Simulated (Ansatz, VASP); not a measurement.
**One calculation of GaN, two programs**

```xyz
4
Lattice="3.1827 0.0000 0.0000 -1.5914 2.7563 0.0000 0.0000 0.0000 5.1846" Properties=species:S:1:pos:R:3 pbc="T T T"
Ga    0.0000    1.8376   -0.0047
Ga    1.5914    0.9188    2.5876
N     0.0000    1.8376    1.9489
N     1.5914    0.9188    4.5412
```

Alike in both runs: task single point; functional r2SCAN; dispersion D3(BJ); k mesh 8 × 8 × 4; occupations gaussian, width 0.05 eV; no spin polarisation.

```csv
,VASP,Ansatz
version,VASP 6.6.1,Ansatz 0.2.0
potentials or method,"VASP PAW PBE potentials, release 64 (Ga_d, N)","scalar-relativistic, plane waves, PAW"
plane-wave cutoff (eV),520,500
valence electrons in the cell,36,36
```

Ansatz gave:

* pressure (GPa): -1.7
* largest component of the traceless stress (GPa): 0.10
* rms of the force components (eV/Å): 0.003
* dispersion energy (meV/atom): -120.6

What did VASP give for the same quantities?

Pressure (GPa): -0.6; largest component of the traceless stress (GPa): 0.19; rms of the force components (eV/Å): 0.006; dispersion energy (meV/atom): -120.5.

Atom by atom the forces differ by 0.003 eV/Å (rms over components). Ansatz warned: «dispersion_damping_borrowed».

Caveats: the PAW data sets were made with another functional, which shifts forces and pressure a little (VASP). r2SCAN opens gaps a little over a GGA but as a rule still falls short of measured ones.
